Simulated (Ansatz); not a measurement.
Input, command and steps of an Ansatz relaxation.

```yaml
crystal:
  lattice:
    - [-3.3611203729, 3.3611203729, 2.6534946485]
    - [3.3611203729, -3.3611203729, 2.6534946485]
    - [3.3611203729, 3.3611203729, -2.6534946485]
  atoms:
    - { symbol: Hf, position: [0.8431604606, 0.6568395394, 0.5] }
    - { symbol: Hf, position: [0.3431604606, 0.8431604606, 0.1863209212] }
    - { symbol: Hf, position: [0.1568395394, 0.3431604606, 0.5] }
    - { symbol: Hf, position: [0.6568395394, 0.1568395394, 0.8136790789] }
    - { symbol: Si, position: [0.75, 0.75, 0.0] }
    - { symbol: Si, position: [0.25, 0.25, 0.0] }
basis:
  ecutwfc: 420
kpoints:
  mp_grid: { grid: [10, 10, 10] }
hamiltonian:
  xc: pbesol
scf:
  occupations: { method: gaussian, width: 0.1 }
output:
  forces: true
  stress: true
  eigenvalues: true
relax:
  adjacent_minimum: "off"
  f_tol: 0.01
  max_steps: 30
  cell: { stress_tol: 0.1, fix: [volume] }
```

```bash
ansatz run input.yaml --threads 1 --pin off --max-ram 2560MiB --backend cpu --events-out ev --progress --plain --runs-dir out
```

Level of theory: DFT PBEsol, scalar-relativistic, plane waves, PAW (Ansatz).

The volume is held at 1.1 times that of the relaxed cell.

Of 4 frames 3 are shown, positions in Å and forces in eV/Å; the SCF threshold varies from step to step. Steps run on the plane waves of an earlier cell, with a Pulay correction in the pressure. The basis is chosen afresh for the last frame, the zero of the energies, and at times for earlier ones too; energy and pressure step there, also at an unchanged geometry. The mark taken_back stands on steps that the optimiser undid.

```xyz
6
Lattice="-3.3611 3.3611 2.6535 3.3611 -3.3611 2.6535 3.3611 3.3611 -2.6535" Properties=species:S:1:pos:R:3:forces:R:3 pbc="T T T" step=1 free_energy_over_end_meV_per_atom=0.01 pressure_GPa=-11.78
Hf    1.0543    2.3068    2.6535    0.0139   -0.0139    0.0000
Hf    2.3068   -1.0543    2.6535   -0.0139   -0.0139    0.0000
Hf    2.3068    1.0543    0.0000   -0.0139    0.0139    0.0000
Hf    1.0543    4.4154    0.0000    0.0139    0.0139    0.0000
Si    0.0000    0.0000    3.9802    0.0000    0.0000    0.0000
Si    0.0000    0.0000    1.3267    0.0000    0.0000    0.0000
6
Lattice="-3.3624 3.3624 2.6514 3.3624 -3.3624 2.6514 3.3624 3.3624 -2.6514" Properties=species:S:1:pos:R:3:forces:R:3 pbc="T T T" step=2 free_energy_over_end_meV_per_atom=0.08 pressure_GPa=-11.78 taken_back
Hf    1.0587    2.3037    2.6514   -0.0391    0.0391    0.0000
Hf    2.3037   -1.0587    2.6514    0.0391    0.0391    0.0000
Hf    2.3037    1.0587    0.0000    0.0391   -0.0391    0.0000
Hf    1.0587    4.4211    0.0000   -0.0391   -0.0391    0.0000
Si    0.0000    0.0000    3.9772    0.0000    0.0000    0.0000
Si    0.0000    0.0000    1.3257    0.0000    0.0000    0.0000
6
Lattice="-3.3617 3.3617 2.6526 3.3617 -3.3617 2.6526 3.3617 3.3617 -2.6526" Properties=species:S:1:pos:R:3:forces:R:3 pbc="T T T" step=4 free_energy_over_end_meV_per_atom=0.00 pressure_GPa=-11.78
Hf    1.0555    2.3062    2.6526   -0.0001    0.0001    0.0000
Hf    2.3062   -1.0555    2.6526    0.0001    0.0001    0.0000
Hf    2.3062    1.0555    0.0000    0.0001   -0.0001    0.0000
Hf    1.0555    4.4172    0.0000   -0.0001   -0.0001    0.0000
Si    0.0000    0.0000    3.9789    0.0000    0.0000    0.0000
Si    0.0000    0.0000    1.3263    0.0000    0.0000    0.0000
```

Time: 2.3 min on 1 thread of AMD EPYC 7B13 (Zen 3) (shared host), peak memory 0.88 GiB.

Spin–orbit coupling is left out, which can shift energies with elements as heavy as these.